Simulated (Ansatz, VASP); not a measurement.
## PbS: VASP beside Ansatz

```
Pb S
1.0
     0.00000    3.30098    3.30098
     3.30098    0.00000    3.30098
     3.30098    3.30098    0.00000
Pb S
1 1
Direct
  0.00000 0.00000 0.00000
  0.25000 0.25000 0.25000
```

The cell was built by a generator and needn't be a form met in nature.

Alike in both runs: task single point; functional HSE06; k mesh 4 × 4 × 4; no spin polarisation.

|  | VASP | Ansatz |
| --- | --- | --- |
| version | VASP 6.6.1 | Ansatz 0.2.0 |
| potentials or method | VASP PAW PBE potentials, release 64 (Pb_d, S) | plane waves, PAW |
| plane-wave cutoff (eV) | 520 | 420 |
| occupations | gaussian, width 0.01 eV | fixed |
| valence electrons in the cell | 20 | 20 |

Ansatz gave:

* gap on the k mesh at the Fermi level (eV): 1.29
* pressure (GPa): 0.1

Estimate VASP's values.

gap on the k mesh at the Fermi level (eV): 1.29; pressure (GPa): 0.0.

Ansatz warned: «stress_exchange_threshold_loose».

Caveats: the PAW data sets were made with another functional, which shifts forces and pressure a little (VASP); spin-orbit coupling is left out, which as a rule narrows the gap of such compounds by several tenths of an eV. A k mesh can miss the band edges.
